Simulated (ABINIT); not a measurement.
Crystal: Zr.

```
Zr
1.0
     4.29913    0.00000    0.00000
     0.00000    4.29913    0.00000
     0.00000    0.00000    4.29913
Zr
3
Cartesian
  2.1496 0.0000 0.0000
  0.0000 2.1496 0.0000
  0.0000 0.0000 2.1496
```

The cell was built by a generator and needn't be a form met in nature.

```yaml
Program: ABINIT 10.8.3 (patched build)
Task: single point
Functional: PBE
Potentials_or_basis: JTH PAW PBE v2.0
Cutoff: 463 eV
k_mesh: 6 × 6 × 6
Occupations: fermi-dirac, width 0.05 eV
Spin: no spin polarisation
```

On this cell: pressure -0.1 GPa; largest force zero by symmetry; band gap on the k mesh none (metal or under the smearing width).

The same run follows on a disturbed copy (atoms moved at random, drawn with an rms of 0.05 Å):

```
Zr
1.0
     4.29913    0.00000    0.00000
     0.00000    4.29913    0.00000
     0.00000    0.00000    4.29913
Zr
3
Cartesian
  2.1705 -0.0198 0.0094
  -0.0021 2.1196 -0.0105
  -0.0083 -0.0065 2.1407
```

What changes?

The energy (extrapolated to zero smearing) moves by +1.7 meV/atom; pressure -0.1 GPa; largest force 0.250 eV/Å; band gap on the k mesh none (metal or under the smearing width).

Forces in eV/Å, atoms in the order of the input:
```
Zr  -0.234 -0.054 -0.070
Zr   0.107  0.151 -0.005
Zr   0.127 -0.097  0.075
```
